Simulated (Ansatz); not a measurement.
From barrier to diffusion: Zn in ZnSe

The calculation used DFT LDA, scalar-relativistic, plane waves, PAW in Ansatz 0.2.0. Settings: 420 eV cutoff, 2×2×2 k-mesh, shifted by half a step, Gaussian smearing of 0.02 eV, no spin polarisation.

Host crystal, relaxed:

```yaml
crystal:
  lattice:
    - [0.00000, 2.78376, 2.78376]
    - [2.78376, 0.00000, 2.78376]
    - [2.78376, 2.78376, 0.00000]
  atoms:
    - { symbol: Zn, position: [0.00000, 0.00000, 0.00000] }
    - { symbol: Se, position: [0.25000, 0.25000, 0.25000] }
```

In a supercell of 32 host sites with charge -2, Zn trades places with a neighbouring Zn vacancy, moving 3.80 Å. Climbing-image nudged elastic band at fixed cell; the order of the saddle wasn't checked, and the small cell leaves errors of about a tenth of an eV.

```csv
image,path (Å),E − E(0) (eV)
0,0.00,0.000
1,0.76,0.358
2,1.52,1.007
3,2.29,1.306
4,3.05,1.007
5,3.81,0.358
6,4.57,0.000
```

What are the barriers forward and back, and what attempt frequency does the shape suggest?

Forward 1.31 eV, back 1.31 eV, the ends being level. For a sinusoidal profile E_b sin²(πx/l), with the Zn atom alone moving, ν = (1/l)√(E_b/2m) = 2.6×10¹² s⁻¹, within an order of magnitude of the customary 10¹³ s⁻¹; a true prefactor needs the vibrations at the minimum and at the saddle.

With ν = 10¹³ s⁻¹, how often does the exchange happen at 300, 600 and 1000 K once atom and vacancy are neighbours, taking the host as solid throughout? Does that give the diffusivity?

k = ν exp(−E_b/k_BT):
```tsv
T (K)	k (1/s)	wait (s)
300	1.1×10⁻⁹	8.7×10⁸
600	107	9.3×10⁻³
1000	2.6×10⁶	3.8×10⁻⁷
```

No. The atom can jump only when a vacancy is beside it, so where vacancies are thermal the activation energy of diffusion adds the vacancy's formation energy; where doping, quenching or off-stoichiometry fixes their number, it doesn't. And repeated exchanges only swap the two back and forth: Zn gets on when the vacancy moves round it by other jumps, which the correlation factor counts. An error of 0.1 eV in the barrier changes k by a factor of 48 at 300 K and 3.2 at 1000 K.

Cost: 1 run of about 80 core-minutes, on Intel Xeon Platinum 8259CL (Skylake/Cascade Lake) (shared hosts).